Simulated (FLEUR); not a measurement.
# In (Im-3m) in FLEUR: further runs, part 2 of 2

FLEUR MaX-R8.1 (later development tree). Earlier steps stand in the parts before.

**3. Equation of state, PBEsol, 25.08 Å³/atom (volume scaled by 0.94)**

inp.xml reads:

```xml
<?xml version="1.0" encoding="UTF-8" standalone="no"?>
<fleurInput fleurInputVersion="0.39">
   <comment>
      In                                                                                                  
   </comment>
   <calculationSetup>
      <cutoffs Kmax="4.0" Gmax="20.0" GmaxXC="20.0" numbands="0"/>
      <scfLoop itmax="60" minDistance="0.00001" maxIterBroyd="15" imix="Anderson" alpha="0.05" precondParam="0.0" spinf="2.0" sdNocoIR="T"/>
      <coreElectrons ctail="T" frcor="F" kcrel="0" coretail_lmax="0"/>
      <xcFunctional name="PBEs" relativisticCorrections="F"/>
      <magnetism jspins="1"/>
      <soc l_soc="F" theta="0.0" phi="0.0" spav="F"/>
      <expertModes spex="0" secvar="F"/>
      <geometryOptimization l_f="F" forcealpha="1.0" forcemix="BFGS" epsdisp="0.00001" epsforce="0.00001"/>
      <ldaU l_linMix="F" mixParam="0.05" spinf="1.0"/>
   </calculationSetup>
   <cell>
      <bzIntegration valenceElectrons="21.0" mode="hist" fermiSmearingEnergy="0.00073499">
         <kPointListSelection listName="default-1"/>
         <!-- k-points included here -->
         <xi:include xmlns:xi="http://www.w3.org/2001/XInclude" href="kpts.xml"> </xi:include>
      </bzIntegration>
      <!-- symmetry operations included here -->
      <xi:include xmlns:xi="http://www.w3.org/2001/XInclude" href="sym.xml"> </xi:include>
      <bulkLattice scale="0.9795861087">
         <bravaisMatrix>
            <row-1>   -3.5574571262468848     3.5574571262468848     3.5574571262468848</row-1>
            <row-2>    3.5574571262468848    -3.5574571262468848     3.5574571262468848</row-2>
            <row-3>    3.5574571262468848     3.5574571262468848    -3.5574571262468848</row-3>
         </bravaisMatrix>
      </bulkLattice>
   </cell>
   <atomSpecies>
      <species name="Indium (In)" element="In" atomicNumber="49">
         <mtSphere radius="2.66" gridPoints="879" logIncrement="0.015"/>
         <atomicCutoffs lmax="7" lnonsphr="5"/>
         <electronConfig flipSpins="F">
            <coreConfig>(1s1/2) (2s1/2) (2p1/2) (2p3/2) (3s1/2) (3p1/2) (3p3/2) (3d3/2) (3d5/2)</coreConfig>
            <valenceConfig>(4s1/2) (4p1/2) (4p3/2) (5s1/2) (4d3/2) (4d5/2) (5p1/2) (5p3/2)</valenceConfig>
            <stateOccupation state="(5p1/2)" spinUp="0.166667" spinDown="0.166667"/>
            <stateOccupation state="(5p3/2)" spinUp="0.333333" spinDown="0.333333"/>
         </electronConfig>
         <energyParameters s="5" p="5" d="4" f="4"/>
         <lo type="SCLO" l="0" n="4" eDeriv="0"/>
         <lo type="SCLO" l="1" n="4" eDeriv="0"/>
         <lo type="SCLO" l="1" n="4" eDeriv="1"/>
         <lo type="SCLO" l="2" n="4" eDeriv="2"/>
         <lo type="SCLO" l="3" n="4" eDeriv="2"/>
      </species>
   </atomSpecies>
   <atomGroups>
      <atomGroup species="Indium (In)">
         <relPos label="                   1">.0000000000 .0000000000 .0000000000</relPos>
         <force calculate="T" relaxXYZ="TTT"/>
      </atomGroup>
   </atomGroups>
   <output dos="F" band="F" slice="F">
      <checks vchk="F" cdinf="F"/>
      <bandDOS minEnergy="-.5*Htr" maxEnergy="0.5*Htr" sigma="0.015" storeEVData="T"/>
      <vacuumDOS vacdos="F" integ="F" star="F" nstars="0" locx1="0.0" locy1="0.0" locx2="0.0" locy2="0.0" nstm="0" tworkf="0.0"/>
      <unfoldingBand unfoldBand="F" supercellX="1" supercellY="1" supercellZ="1"/>
      <plotting iplot="0" polar="F">
         <plot TwoD="T" vec1="  1.0  0.0  0.0" vec2="  0.0  1.0  0.0" vec3="  0.0  0.0  1.0" zero="  0.0  0.0  0.0" file="plot"/>
      </plotting>
      <chargeDensitySlicing numkpt="0" minEigenval="0.0" maxEigenval="0.0" nnne="0" pallst="F"/>
      <specialOutput eonly="F"/>
      <moessbauerParams electricFieldGradient="T" isomerShift="T" coreHyperfine="T" valenceHyperfine="T"/>
      <magneticCircularDichroism mcd="F" energyLo="-10.0" energyUp="0.0"/>
   </output>
  <!-- We include the file relax.xml here to enable relaxations (see documentation) -->
  <xi:include xmlns:xi="http://www.w3.org/2001/XInclude" href="relax.xml"> <xi:fallback/> </xi:include>
</fleurInput>
```

Potentials or basis: all-electron, FLAPW.

Launch:

```console
inpgen -f crystal.txt -profile fast
# inp.xml edited to the form shown
fleur_MPI
```

Wall time 9.5 s (1 thread of Arm Neoverse V2, shared host); peak memory 0.13 GiB.

It converged, with:

```yaml
Free_energy: -160019.2411 eV
Band_gap_on_the_k_mesh: none (metal or under the smearing width)
Valence_electrons_inside_the_program's_atomic_spheres: In 19.46 (radii In 2.66 bohr)
```

**4. Equation of state, PBEsol, 25.62 Å³/atom (volume scaled by 0.96)**

Changes to inp.xml since step 3:

```diff
@@ -24,3 +24,3 @@
       <xi:include xmlns:xi="http://www.w3.org/2001/XInclude" href="sym.xml"> </xi:include>
-      <bulkLattice scale="0.9795861087">
+      <bulkLattice scale="0.9864848297">
          <bravaisMatrix>
```

Launch:

```console
inpgen -f crystal.txt -profile fast
# inp.xml edited to the form shown
fleur_MPI
```

Wall time 8.8 s (1 thread of Arm Neoverse V2, shared host); peak memory 0.13 GiB.

Results (log left out):

| Quantity | Value |
| --- | --- |
| Free energy | -160019.2432 eV |
| Band gap on the k mesh | none (metal or under the smearing width) |
| Valence electrons inside the program's atomic spheres | In 19.44 (radii In 2.66 bohr) |

**5. Equation of state, PBEsol, 26.69 Å³/atom**

Changes to inp.xml since step 4:

```diff
@@ -24,3 +24,3 @@
       <xi:include xmlns:xi="http://www.w3.org/2001/XInclude" href="sym.xml"> </xi:include>
-      <bulkLattice scale="0.9864848297">
+      <bulkLattice scale="1.0000000000">
          <bravaisMatrix>
```

Launch:

```console
inpgen -f crystal.txt -profile fast
# inp.xml edited to the form shown
fleur_MPI
```

It took 9.9 s on 1 thread of Arm Neoverse V2, shared host; peak memory 0.13 GiB.

The run converged. Its results:

| Property | Result |
| --- | --- |
| Free energy | -160019.2391 eV |
| Band gap on the k mesh | none (metal or under the smearing width) |
| Valence electrons inside the program's atomic spheres | In 19.42 (radii In 2.66 bohr) |

**6. Equation of state, PBEsol, 27.75 Å³/atom (volume scaled by 1.04)**

Changes to inp.xml since step 5:

```diff
@@ -24,3 +24,3 @@
       <xi:include xmlns:xi="http://www.w3.org/2001/XInclude" href="sym.xml"> </xi:include>
-      <bulkLattice scale="1.0000000000">
+      <bulkLattice scale="1.0131594038">
          <bravaisMatrix>
```

Potentials or basis: all-electron, FLAPW.

Launch:

```console
inpgen -f crystal.txt -profile fast
# inp.xml edited to the form shown
fleur_MPI
```

It took 10 s on 1 thread of Arm Neoverse V2, shared host; peak memory 0.13 GiB.

Results (log left out):

```
Free energy                                           : -160019.2264 eV
Band gap on the k mesh                                : none (metal or under the smearing width)
Valence electrons inside the program's atomic spheres : In 19.39 (radii In 2.66 bohr)
```

**7. Equation of state, PBEsol, 28.29 Å³/atom (volume scaled by 1.06)**

Changes to inp.xml since step 6:

```diff
@@ -24,3 +24,3 @@
       <xi:include xmlns:xi="http://www.w3.org/2001/XInclude" href="sym.xml"> </xi:include>
-      <bulkLattice scale="1.0131594038">
+      <bulkLattice scale="1.0196128224">
          <bravaisMatrix>
```

Launch:

```console
inpgen -f crystal.txt -profile fast
# inp.xml edited to the form shown
fleur_MPI
```

Run time: 11 s. Hardware: 1 thread of Arm Neoverse V2, shared host; peak memory 0.13 GiB.

Results (log left out):

```yaml
Free_energy: -160019.2172 eV
Band_gap_on_the_k_mesh: none (metal or under the smearing width)
Valence_electrons_inside_the_program's_atomic_spheres: In 19.38 (radii In 2.66 bohr)
```

**8. Equation of state, PBEsol**

No new run: the results of the series are fitted here.

What came out:

```
Equilibrium volume                      : 25.73 Å³/atom
Bulk modulus                            : 39 GPa
Pressure derivative of the bulk modulus : 4.3 (rough: it moves with the points fitted)
```

Energy against volume, from the lowest point:
```tsv
volume (Å³/atom)	energy (meV/atom)
25.085	2.06
25.618	0.00
26.686	4.06
27.753	16.72
28.287	25.96
```

Caveat: small basis for a fit.
